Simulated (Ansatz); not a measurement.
## Be: a prediction, then the measurements

These are results of DFT PBE, scalar-relativistic, plane waves, PAW in Ansatz, not measurements.

Settings: cutoff 420 eV, Γ-centred mesh 30×30×16 on the computed 2-atom cell, Gaussian smearing of 0.10 eV; no spin polarisation.

Relaxed structure:

```
CELL_PARAMETERS angstrom
2.26469 0.00000 0.00000
-1.13235 1.96128 0.00000
0.00000 0.00000 3.56191
ATOMIC_POSITIONS crystal
Be 0.66667 0.33333 0.75000
Be 0.33333 0.66667 0.25000
```

| Quantity | Value |
| --- | --- |
| Space group | P6_3/mmc (No. 194) |
| Volume per atom | 53.4 bohr³ |
| Energy over the standard state (uncorrected) | 0.000 eV/atom |
| Kohn–Sham band gap | none (metal) |
| Density of states at the Fermi level | 0.1 states/eV per cell |

**Against measurements.**

Measured lattice constant a of Be: 2.29 Å (a printed reference work (textbook)). This calculation gives 2.265 Å (-1.1 %). A measured lattice constant c of Be is 3.59 Å (a printed reference work (data compilation)); the calculated 3.562 Å falls short of it by 0.8 %. The calculation is for 0 K without zero-point motion.

The cell was reached from a generator's guess, though it ends in a space group that the Crystallography Open Database lists for this formula.
